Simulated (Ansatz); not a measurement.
A run of Ansatz 0.2.0 is set up as follows.

The input input.yaml:

```yaml
crystal:
  lattice:
    - [3.99, 0.0, 0.0]
    - [0.0, 3.99, 0.0]
    - [0.0, 0.0, 5.01]
  atoms:
    - { symbol: Pb, position: [0.5, 0.0, 0.76] }
    - { symbol: Pb, position: [0.0, 0.5, 0.24] }
    - { symbol: O, position: [0.5, 0.5, 0.0] }
    - { symbol: O, position: [0.0, 0.0, 0.0] }
hamiltonian:
  xc: pbesol
  pseudopotentials: { kind: paw }
kpoints:
  mp_grid: { grid: [7, 7, 6] }
  band_path:
    path:
      - [[0.0, 0.0, 0.0], [0.0, 0.5, 0.0], [0.5, 0.5, 0.0], [0.0, 0.0, 0.0], [0.0, 0.0, 0.5], [0.0, 0.5, 0.5], [0.5, 0.5, 0.5], [0.0, 0.0, 0.5]]
      - [[0.0, 0.5, 0.0], [0.0, 0.5, 0.5]]
      - [[0.5, 0.5, 0.0], [0.5, 0.5, 0.5]]
    npoints: 14
scf:
  occupations: { method: fermi_dirac, width: 0.05 }
  n_extra_bands: 10
output:
  forces: true
  stress: true
  eigenvalues: true
  fatbands: true
  write_density: true
  write_potential: true
  elf: true
  volumetric_format: npy
```

Potentials or basis: Ansatz PAW.

Run with:

```sh
$ ansatz run input.yaml --threads 2 --pin off --max-ram 5632MiB --backend cpu --events-out ev --progress --plain --runs-dir out
```

Q: What does it give for the largest force?

A: 0.329 eV/Å.

Q: Estimate the band gap along the path.

A: 1.09 eV, indirect (least direct gap 2.05 eV).

Q: Predict the pressure.

A: -0.9 GPa.

Forces on the atoms (eV/Å):
```
Pb   0.000  0.000  0.329
Pb   0.000  0.000 -0.329
O    0.000  0.000  0.000
O    0.000  0.000  0.000
```

Caveat: the k mesh misses the band edges, so the gap on the mesh is wider than the one along the path; the pressure holds a Pulay correction of +0.3 GPa for the finite cutoff; spin-orbit coupling is left out, which as a rule narrows the gap of such compounds by several tenths of an eV; the PAW data sets come from PBE, with cores solved anew for the run's functional, which leaves a small shift of forces and pressure. PBEsol gaps usually lie below the measured ones, often by a third to a half.
